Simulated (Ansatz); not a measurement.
Here is an Ansatz 0.2.0 calculation.

input.yaml

```yaml
crystal:
  lattice:
    - [0.0, 2.0859016414, 2.0859016414]
    - [2.0859016414, 0.0, 2.0859016414]
    - [2.0859016414, 2.0859016414, 0.0]
  atoms:
    - { symbol: Ni, position: [0.0, 0.0, 0.0], spin: 1.0 }
    - { symbol: O, position: [0.5, 0.5, 0.5] }
kpoints:
  mp_grid: { grid: [11, 11, 11] }
scf:
  occupations: { method: gaussian, width: 0.025 }
hamiltonian:
  xc: pbe
  pseudopotentials: { kind: all_electron, lapw: { basis_error: 0.001 } }
magnetization:
  spin_polarized: true
output:
  forces: true
  stress: true
  eigenvalues: true
```

Potentials or basis: all-electron LAPW, scalar-relativistic.

Command:

```sh
$ ansatz run input.yaml --threads 2 --pin off --max-ram 6144MiB --backend cpu --events-out ev --progress --plain --runs-dir out
```

**Question.** What does it give for the pressure?

**Answer.** 6.6 GPa.

**Question.** Predict the absolute moment.

**Answer.** 1.82 μB per cell.

Caveat: a cell with one magnetic atom can't hold antiferromagnetic order, which such compounds often take; semilocal functionals often make such compounds metallic where correlation or magnetic order opens a gap, which also shifts bond lengths.

The gap isn't set beside the measured one, since this odd mesh misses points on the zone boundary.
